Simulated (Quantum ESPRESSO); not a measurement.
Ge in Quantum ESPRESSO: the effect of functional

The system is Ge.

```
CELL_PARAMETERS angstrom
2.71047 0.00000 0.00000
0.00000 2.71047 0.00000
0.00000 0.00000 2.71047
ATOMIC_POSITIONS crystal
Ge 0.00000 0.00000 0.00000
```

The cell was built by a generator and needn't be a form met in nature.

Alike in all runs:

```yaml
Program: Quantum ESPRESSO 7.5
Task: phonons
Cutoff: 612 eV
Density_cutoff: 4898 eV
k_mesh: 8 × 8 × 8
Occupations: cold, width 0.2 eV
Spin: no spin polarisation
```

Each run relaxes the cell or the atoms first.

**Question.** One run gave: relaxed volume 20.19 Å³/atom; highest phonon frequency 161 cm⁻¹. Which functional did it use?
A. AM05
B. BLYP
C. PW91
D. LDA
E. vdW-DF-cx

**Answer.** C.

```tsv
functional	potentials or basis	relaxed volume (Å³/atom)	highest phonon frequency (cm⁻¹)
LDA	GBRV 1.5 LDA	18.71	184
PBE	GBRV 1.5 PBE	20.15	171
PBEsol	GBRV 1.5 PBEsol	19.19	179
PW91	GBRV 1.5 PBE	20.19	161
BLYP	GBRV 1.5 PBE	22.03	166
AM05	GBRV 1.5 PBE	19.06	180
vdW-DF-cx	GBRV 1.5 PBE	19.25	201
```

Caveats: the mesh is thin for the phonons of a metal; the potentials were made for another functional, which shifts forces and pressure (some runs); some modes are imaginary (some runs).
